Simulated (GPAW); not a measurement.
# TePb (Fm-3m) in GPAW: single point with PBE

Aim: the single point of TePb with PBE.

Program: GPAW 26.7.0. These are calculated values, not measurements. Logs are shortened: lines on timing, memory, paths and dates and some standing lists are left out, and cuts for length are marked. The log counts tension as positive stress, the text compression.

**Experimental background.**

From a printed reference work, monograph, for a bulk crystal of TePb at 4.2 K: band gap 0.19 eV (direct).

The results are compared with them further down.

### 1 Starting point

It takes space group Fm-3m (No. 225, cubic). The conventional cell has a = 6.462 Å, b = 6.462 Å, c = 6.462 Å, α = 90.00°, β = 90.00°, γ = 90.00°. Pb (site symmetry m-3m) has 6 Te at 3.23 Å as nearest neighbours. Te (site symmetry m-3m) has 6 Pb at 3.23 Å as nearest neighbours.

### 2 Single point, PBE

The input, run.py:

```python
from ase import Atoms
from ase.dft.bandgap import bandgap
from ase.io import write
from ase.units import GPa
from gpaw import GPAW, PW

atoms = Atoms(['Pb', 'Te'],
              cell=[[0.0, 3.231, 3.231],
                    [3.231, 0.0, 3.231],
                    [3.231, 3.231, 0.0]],
              scaled_positions=[[0.0, 0.0, 0.0],
                                [0.5, 0.5, 0.5]],
              pbc=True)

calc = GPAW(mode=PW(500),
            xc='PBE',
            kpts={'size': (6, 6, 6), 'gamma': True},
            occupations={'name': 'fermi-dirac', 'width': 0.05},
            setups={'Te': '16'},
            nbands=-9,
            convergence={'density': 1e-05, 'energy': 1e-05},
            maxiter=80,
            txt='gpaw.txt')
atoms.calc = calc
energy = atoms.get_potential_energy()
forces = atoms.get_forces()
stress = atoms.get_stress()
calc.write('gs.gpw')
write('result.traj', atoms)
print(f'Energy: {energy:.6f} eV')
print('Forces (eV/A):')
print(forces.round(4))
print('Stress (GPa):', (stress / GPa).round(3))
print('Fermi level:', round(calc.get_fermi_level(), 4), 'eV')
print(f'Gap: {bandgap(calc)[0]:.4f} eV, direct: {bandgap(calc, direct=True)[0]:.4f} eV')
```

Potentials or basis: GPAW PAW data sets (gpaw-data 1.2.1), other valence, pw.

Command:

```sh
OMP_NUM_THREADS=1 python run.py
```

gpaw.txt:

```text
__  _  _
 | _ |_)|_||  |
 |__||  | ||/\| - 26.7.0

Input parameters:
  mode=PW(ecut=500.0),
  convergence={'density': 1e-05, 'energy': 1e-05},
  kpts=MonkhorstPack(size=(6, 6, 6), gamma=True),
  maxiter=80,
  nbands=-9,
  occupations=Occupations(name='fermi-dirac', width=0.05),
  setups={'Te': '16'},
  xc=XC(name='PBE')

Diagonalizing LCAO Hamiltonian
Converting LCAO to pw mode

                 Te

       Pb

Atoms  # Å, Bohr magnetons
|   | symbol |        x |        y |        z |    initial magnetic moments |
|---|--------|----------|----------|----------|-----------------------------|
| 0 |     Pb | 0.000000 | 0.000000 | 0.000000 | ( 0.0000,  0.0000,  0.0000) |
| 1 |     Te | 3.231000 | 3.231000 | 3.231000 | ( 0.0000,  0.0000,  0.0000) |

Unit cell  # Å
| periodic |        x |        y |        z |  lengths |    angles |
|----------|----------|----------|----------|----------|-----------|
|      yes | 0.000000 | 3.231000 | 3.231000 | 4.569324 | 60.000000 |
|      yes | 3.231000 | 0.000000 | 3.231000 | 4.569324 | 60.000000 |
|      yes | 3.231000 | 3.231000 | 0.000000 | 4.569324 | 60.000000 |

Number of symmetries: 48
Symmetry operations  # r_c * U_cc + t_c -> r_c
|    | kind |            matrix            |
|----|------|------------------------------|
|  0 |  σ   |  1, 0, 0,  1, 0,-1,  1,-1, 0 |
|  1 |  C2  |  1, 0, 0,  1,-1, 0,  1, 0,-1 |
|  2 |  E   |  1, 0, 0,  0, 1, 0,  0, 0, 1 |
|  3 |  σ   |  1, 0, 0,  0, 0, 1,  0, 1, 0 |
|  4 |  C4  |  1, 0,-1,  1, 0, 0,  1,-1, 0 |
|  5 |  S6  |  1, 0,-1,  1,-1, 0,  1, 0, 0 |
|  6 |  σ   |  1, 0,-1,  0, 1,-1,  0, 0,-1 |
|  7 |  C3  |  1, 0,-1,  0, 0,-1,  0, 1,-1 |
|  8 |  S6  |  1,-1, 0,  1, 0, 0,  1, 0,-1 |
|  9 |  C4  |  1,-1, 0,  1, 0,-1,  1, 0, 0 |
| 10 |  C3  |  1,-1, 0,  0,-1, 1,  0,-1, 0 |
| 11 |  σ   |  1,-1, 0,  0,-1, 0,  0,-1, 1 |
| 12 |  σ   |  0, 1, 0,  1, 0, 0,  0, 0, 1 |
| 13 |  C4  |  0, 1, 0,  0, 1,-1, -1, 1, 0 |
| 14 |  C3  |  0, 1, 0,  0, 0, 1,  1, 0, 0 |
| 15 |  S6  |  0, 1, 0, -1, 1, 0,  0, 1,-1 |
| 16 |  C2  |  0, 1,-1,  1, 0,-1,  0, 0,-1 |
| 17 |  σ   |  0, 1,-1,  0, 1, 0, -1, 1, 0 |
| 18 |  S4  |  0, 1,-1,  0, 0,-1,  1, 0,-1 |
| 19 |  C4  |  0, 1,-1, -1, 1, 0,  0, 1, 0 |
| 20 |  C3  |  0, 0, 1,  1, 0, 0,  0, 1, 0 |
| 21 |  σ   |  0, 0, 1,  0, 1, 0,  1, 0, 0 |
| 22 |  S6  |  0, 0, 1,  0,-1, 1, -1, 0, 1 |
| 23 |  C4  |  0, 0, 1, -1, 0, 1,  0,-1, 1 |
| 24 |  S4  |  0, 0,-1,  1, 0,-1,  0, 1,-1 |
| 25 |  C3  |  0, 0,-1,  0, 1,-1,  1, 0,-1 |
| 26 |  C2  |  0, 0,-1,  0,-1, 0, -1, 0, 0 |
| 27 |  S6  |  0, 0,-1, -1, 0, 0,  0,-1, 0 |
| 28 |  S4  |  0,-1, 1,  1,-1, 0,  0,-1, 0 |
| 29 |  C4  |  0,-1, 1,  0, 0, 1, -1, 0, 1 |
| 30 |  C2  |  0,-1, 1,  0,-1, 0,  1,-1, 0 |
| 31 |  σ   |  0,-1, 1, -1, 0, 1,  0, 0, 1 |
| 32 |  C3  |  0,-1, 0,  1,-1, 0,  0,-1, 1 |
| 33 |  S6  |  0,-1, 0,  0, 0,-1, -1, 0, 0 |
| 34 |  S4  |  0,-1, 0,  0,-1, 1,  1,-1, 0 |
| 35 |  C2  |  0,-1, 0, -1, 0, 0,  0, 0,-1 |
| 36 |  C2  | -1, 1, 0,  0, 1, 0,  0, 1,-1 |
| 37 |  S6  | -1, 1, 0,  0, 1,-1,  0, 1, 0 |
| 38 |  S4  | -1, 1, 0, -1, 0, 1, -1, 0, 0 |
| 39 |  C3  | -1, 1, 0, -1, 0, 0, -1, 0, 1 |
| 40 |  S6  | -1, 0, 1,  0, 0, 1,  0,-1, 1 |
| 41 |  C2  | -1, 0, 1,  0,-1, 1,  0, 0, 1 |
| 42 |  C3  | -1, 0, 1, -1, 1, 0, -1, 0, 0 |
| 43 |  S4  | -1, 0, 1, -1, 0, 0, -1, 1, 0 |
| 44 |  C2  | -1, 0, 0,  0, 0,-1,  0,-1, 0 |
| 45 |  i   | -1, 0, 0,  0,-1, 0,  0, 0,-1 |
| 46 |  σ   | -1, 0, 0, -1, 1, 0, -1, 0, 1 |
| 47 |  C2  | -1, 0, 0, -1, 0, 1, -1, 1, 0 |

BZ-sampling:
  Number of BZ points: 216
  Number of IBZ points: 16

  Monkhorst-Pack size: [6, 6, 6]
  Monkhorst-Pack shift: [0.08333333333333333, 0.08333333333333333, 0.08333333333333333]

K-points  # in reciprocal-cell coordinates
|     |                                coordinates |     weight |
|-----|--------------------------------------------|------------|
|   0 | (  0.00000000,   0.00000000,   0.00000000) | 0.00462963 |
|   1 | (  0.16666667,   0.16666667,   0.00000000) | 0.02777778 |
|   2 | (  0.16666667,   0.16666667,   0.16666667) | 0.03703704 |
|   3 | (  0.33333333,   0.16666667,   0.16666667) | 0.05555556 |
|   4 | (  0.33333333,   0.33333333,  -0.33333333) | 0.05555556 |
|   5 | (  0.33333333,   0.33333333,   0.00000000) | 0.02777778 |
|   6 | (  0.33333333,   0.33333333,   0.16666667) | 0.11111111 |
|   7 | (  0.33333333,   0.33333333,   0.33333333) | 0.03703704 |
|   8 | (  0.50000000,   0.33333333,  -0.33333333) | 0.11111111 |
|   9 | (  0.50000000,   0.33333333,  -0.16666667) | 0.05555556 |
| ... |                                            |            |
|  15 | (  0.50000000,   0.50000000,   0.50000000) | 0.01851852 |

Plane wave coefficients: 1736
Cutoff: 500.0 eV

Spin-components: 1 (collinear spins)
Bands:           24
Projectors:      12
Spin-degeneracy: 2
Datatype:        complex128

Density:
  Valence electrons: 30.0
  Components: 1
  Grid points: [24 24 24]
  Charge: 0.0  # |e|

Potential:
  Grid points: [24 24 24]

species:
  Pb:
    name:    Lead
    Z:       82.0
    valence: 14
    core:    68
    charge:  0.0  # [|e|]
    compensation charges:
      type: gauss
      rc: 0.38  # [Å]
      lmax: 2
    cutoffs:
      filter: 2.36  # [Å]
      core: 2.43  # [Å]
    projectors
    | kind |    occ | energy [eV] | rcut [Å] |
    |------|--------|-------------|----------|
    |   6s |  2.000 |     -11.969 |    1.259 |
    |   6p |  2.000 |      -3.506 |    1.275 |
    |   5d | 10.000 |     -21.211 |    1.217 |
    |    s |        |      15.243 |    1.259 |
    |    p |        |      23.705 |    1.275 |
    |    d |        |       6.001 |    1.217 |

    Using partial waves for Pb as LCAO basis

  Te:
    name:    Tellurium
    Z:       52.0
    valence: 16
    core:    36
    charge:  0.0  # [|e|]
    compensation charges:
      type: gauss
      rc: 0.37  # [Å]
      lmax: 2
    cutoffs:
      filter: 2.06  # [Å]
      core: 2.12  # [Å]
    projectors
    | kind |    occ | energy [eV] | rcut [Å] |
    |------|--------|-------------|----------|
    |   5s |  2.000 |     -15.088 |    1.164 |
    |   5p |  4.000 |      -5.955 |    1.164 |
    |   4d | 10.000 |     -41.660 |    1.164 |
    |    s |        |      12.123 |    1.164 |
    |    p |        |      21.256 |    1.164 |
    |    d |        |     -14.449 |    1.164 |

    Using partial waves for Te as LCAO basis

Reference energy: -752065.146801  # eV

eigensolver:
  PPCG
  Converge bands: occupied
  niter=2

density mixing:
  MSR1-Mixer
  Pratt-step length: 0.05
  Maximum mixing coefficient: 0.75
  Old densities: 10
  SVD Regularization: 0.005
  Good broyden scale: 1.0
  Trust region scale: 1.0
  Backstep threshold: 4.0
  History deletion threshold: 6.0
  Fourier metric: weight=20.0, sigma=0.015

occupation numbers:
  Fermi-Dirac:
    width: 0.0500  # eV

poisson solver:
  ecut: 4000.0  # eV

xc functional:
  name: PBE with 2 nearest neighbor stencil

convergence criteria:
- Maximum integral of absolute [dens]ity change: 1e-05 electrons / valence electron
- Maximum [total energy] change in last 3 cyles: 1e-05 eV / valence electron
- Maximum integral of absolute [eigenst]ate change: 4e-08 eV^2 / valence electron
maximum number of iterations: 80

SCF iterations
|iter     | |      energy | eigst |  dens |
|---------|-|-------------|-------|-------|
|iter:   1| |   -7.789026 | -0.45 |       |
|iter:   2| |   -7.766003 | -2.39 | -1.53 |
|iter:   3| |   -7.681800 | -2.29 | -1.57 |
|iter:   4| |   -7.683308 | -3.93 | -2.18 |
|iter:   5| |   -7.683758 | -4.48 | -2.64 |
|iter:   6| |   -7.683777 | -5.70 | -3.41 |
|iter:   7| |   -7.683777c| -7.08 | -4.30 |
|iter:   8| |   -7.683777c| -7.64c| -4.68 |
|iter:   9| |   -7.683777c| -8.18c| -5.62c|

Converged in 9 steps
Energy contributions relative to reference atoms: (reference = -752065.146801)

Energy contributions:
  Kinetic:          18.684215
  Coulomb:         -18.730831
  Zero:             -0.097344
  External:          0.000000
  Xc:               -7.539796
  Entropy:          -0.000042
  Spinorbit:         0.000000
  ----------------------------
  Free energy:      -7.683798
  Extrapolated:     -7.683777

dipole moment: (-27.305424, -27.305424, -27.305424)  # |e|*Ang

Fermi level: 6.033
Eigenvalues  # (at kpt = [0.000, 0.000, 0.000])
| band index |      eig [eV] | occ [0-2] |
|------------|---------------|-----------|
|          0 |       -30.492 |     2.000 |
|        ... |               |           |
|          7 |       -11.037 |     2.000 |
|          8 |       -11.037 |     2.000 |
|          9 |       -11.037 |     2.000 |
|         10 |        -6.328 |     2.000 |
|         11 |         0.145 |     2.000 |
|         12 |         4.311 |     2.000 |
[... 9 lines left out ...]
|         22 |        13.401 |     0.000 |
|         23 |        13.405 |     0.000 |

Gap: 0.653 eV
Transition (v -> c):
  (s=0, k=15, n=14, [0.50, 0.50, 0.50]) -> (s=0, k=15, n=15, [0.50, 0.50, 0.50])
No difference between direct/indirect transitions

Forces  # eV/Ang
|       x |       y |        z |
|---------|---------|----------|
| 0.00000 | 0.00000 | -0.00000 |  # Pb   0
| 0.00000 | 0.00000 |  0.00000 |  # Te   1

Stress tensor  # eV/Ang^3
|         x |         y |         z |
|-----------|-----------|-----------|
| -0.008663 |  0.000000 |  0.000000 |
|  0.000000 | -0.008663 |  0.000000 |
|  0.000000 |  0.000000 | -0.008663 |

# Writing to gs.gpw (mode='')
```

Wall time 14 s (1 thread of Arm Neoverse V1, shared host); peak memory 0.15 GiB.

What came out:

```
Free energy            : -7.6838 eV
Pressure               : 1.4 GPa
Band gap on the k mesh : 0.65 eV, direct
```

Levels at points of the mesh, in eV from the valence-band top:
```csv
k point,band 13,band 14,band 15,band 16,band 17,band 18
"(0.00, 0.00, 0.00)",-1.40,-1.40,-1.40,4.05,4.05,4.05
"(0.50, 0.50, 0.00)",-4.54,-2.85,-2.85,3.13,5.44,5.44
"(0.50, 0.50, 0.50)",-0.93,-0.93,0.00,0.65,1.13,1.13
```

Caveat: the cutoff is short for stress and forces, so pressures can be off by a GPa or more; spin-orbit coupling is left out, which as a rule narrows the gap of such compounds by several tenths of an eV.

### 3 How close it comes

Step 2. Measured gap of TePb: 0.19 eV (direct; 4.2 K; a printed reference work, monograph). This calculation gives 0.65 eV (+0.46 eV). Spin-orbit coupling on Pb, Te is left out. The value is that of PBE on a finite k mesh, which can miss the band edges, without temperature or zero-point motion.
